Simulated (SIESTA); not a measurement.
# PtSe2 (Sudovikovite) in SIESTA: the effect of strain zz

PtSe2 (Sudovikovite):

```
CELL_PARAMETERS angstrom
3.72400 0.00000 0.00000
-1.86200 3.22508 0.00000
0.00000 0.00000 4.85952
ATOMIC_POSITIONS crystal
Pt 0.00000 0.00000 0.00000
Se 0.66667 0.33333 0.75000
Se 0.33333 0.66667 0.25000
```

The cell isn't the ideal one: cell strained along z.

Alike in all runs:

| Quantity | Value |
| --- | --- |
| Program | SIESTA 5.4.2 |
| Task | band structure |
| Functional | PBEsol |
| Potentials or basis | PseudoDojo 0.4 standard (PBEsol files) |
| Basis | DZP (energy shift 0.003 Ry; two zetas on semicore shells) |
| Grid cutoff | 800 Ry |
| Energy shift | 0.003 Ry |
| k mesh | 8 × 8 × 5 |
| Occupations | fermi-dirac, width 0.05 eV |
| Spin | no spin polarisation |

```csv
strain zz,pressure (GPa),largest force (eV/Å)
-0.04,11.7,1.67
-0.02,9.0,1.30
0,?,?
0.02,4.3,0.59
0.04,2.3,0.26
```

Q: What does the run with strain zz 0 give?

A: Pressure 6.5 GPa; largest force 0.94 eV/Å.

Worked out: A parabola through the other rows of the pressure, of slope -118 GPa per unit of strain zz there, gives 6.5 GPa, against the run's 6.5. A straight line through the other rows of the largest force, of slope -17.7 eV/Å per unit of strain zz, gives 0.96 eV/Å, against the run's 0.94.

Caveats: short orbitals over semicore shells can move pressures by several GPa; the basis of atomic orbitals isn't converged, which shifts pressures, moduli and gaps.
